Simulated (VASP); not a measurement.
**Si and the effect of the share of exact exchange**

It takes space group Fd-3m (No. 227, cubic). Conventional cell: a = 5.444 Å, b = 5.444 Å, c = 5.444 Å, α = 90.00°, β = 90.00°, γ = 90.00°. Around Si (site symmetry -43m) lie 4 Si at 2.36 Å.

Kept alike: task single point; functional HSE(alpha, omega); k mesh 4 × 4 × 4; occupations fermi-dirac, width 0.05 eV; no spin polarisation. Program: VASP, PBE PAW files Si, 520 eV. Screening 0.2 Å⁻¹. The mesh is that of the run's cell of 2 atoms. No spin-orbit coupling.

| share of exact exchange, α | band gap (eV) | pressure (GPa) |
| --- | --- | --- |
| 0.05 | 0.833 | 1.49 |
| 0.1 | 0.960 | 1.12 |
| 0.15 | 1.090 | 0.75 |
| 0.2 | 1.223 | 0.39 |
| 0.25 | 1.358 | 0.03 |
| 0.3 | 1.495 | -0.33 |
| 0.4 | 1.777 | -1.03 |
| 0.5 | 2.067 | -1.72 |

The k mesh is coarse, so the values aren't converged. Pressure is positive in compression; the values hold the error of the finite cutoff, so their zero can differ a little from the energy's minimum. A gap read on the mesh alone can miss an edge between its points. All rows use potentials made for PBE. The mesh is thin for exact exchange.

The band gap rises from 0.833 to 2.067 eV between 0.05 and 0.5. Exact exchange pulls filled levels down against empty ones, so the gap grows nearly in line with its share. The mean slope is +2.74 eV per unit of share. Measured: 1.1 eV (arxiv:1111.5263); nearest 0.15, 0.010 eV off. The runs are for a static lattice. The pressure falls from 1.49 to -1.72 GPa between 0.05 and 0.5. Exact exchange shortens the bonds here, so the pressure at fixed cell falls.

The gap widens in every row because nonlocal exchange lowers the occupied bonding states of the sp³ network relative to the empty antibonding ones, restoring part of the separation that a semilocal potential misses. The agreement with experiment at a share of 0.15 shouldn't be read as the best mixing for silicon. At 0.25, with this screening, the gap is known to lie close to the measured value, whereas here it is 1.358 eV. The likely cause is that the conduction minimum lies part of the way from Γ to X and falls between the mesh points, with thin sampling of the exchange term possibly adding to the error.

The pressure changes sign between 0.25 and 0.3, so the fixed cell is near equilibrium there, too large for higher shares and too small for lower ones. Since silicon's indirect gap narrows under compression, relaxing the cell at each share would probably weaken the rise in the gap slightly. The slope given therefore describes the electronic response at fixed volume, not the full effect of changing the functional.
